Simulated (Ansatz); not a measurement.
K (diamond): energy against volume

Method: DFT, RPBE, plane waves (420 eV) with PAW, scalar-relativistic (Ansatz). The PAW files were generated under PBE, with cores re-solved for the functional.

The cell is scaled uniformly from the relaxed one, with fractional coordinates and shape fixed. Energies are extrapolated to zero smearing, pressures are those at the given smearing. Magnetic state: spin not included.

A Birch-Murnaghan fit gives V₀ = 124.70 Å³/atom, B₀ = 1.0 GPa, B₀′ = 3.6.

(1) What are the energy above the minimum and the pressure at 113.898 Å³/atom?

(2) What are the energy above the minimum and the pressure at 118.850 Å³/atom?

(3) What are the energy above the minimum and the pressure at 138.658 Å³/atom?

## Answers

(1) 3.3 meV/atom and 0.10 GPa as computed.

(2) 0.9 meV/atom and 0.05 GPa as computed.

(3) 4.1 meV/atom and -0.09 GPa as computed.
